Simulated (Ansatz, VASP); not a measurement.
# One calculation of B, two programs

```
B
1.0
     3.25246    0.00000    0.00000
     0.00000    3.25246    0.00000
     0.00000    0.00000    3.87492
B
6
Direct
  0.00000 0.00000 0.25000
  0.00000 0.00000 0.75000
  0.60495 0.25506 0.50000
  0.39505 0.74494 0.50000
  0.74494 0.60495 0.00000
  0.25506 0.39505 0.00000
```

Alike in both runs: functional PBE; k mesh 6 × 6 × 4; occupations gaussian, width 0.1 eV; no spin polarisation.

Ansatz relaxed the structure, and its values are those at the end. VASP's run is a single point on that final structure, the one shown.

|  | VASP | Ansatz |
| --- | --- | --- |
| version | VASP 6.6.1 | Ansatz 0.2.0 |
| potentials or method | VASP PAW PBE potentials, release 64 (B) | scalar-relativistic, plane waves, PAW |
| plane-wave cutoff (eV) | 520 | 420 |
| valence electrons in the cell | 18 | 18 |

|  | VASP | Ansatz | Ansatz less VASP |
| --- | --- | --- | --- |
| gap on the k mesh at the Fermi level (eV) | none | none | - |
| pressure (GPa) | 0.0 | 0.0 | +0.06 |
| rms of the force components (eV/Å) | 0.006 | 0.003 | -0.0032 |

A gap of «none» marks a metal or a gap that the smearing closes.

Caveats: the k mesh is coarse (spacing up to 0.41 Å⁻¹), so the values aren't converged.
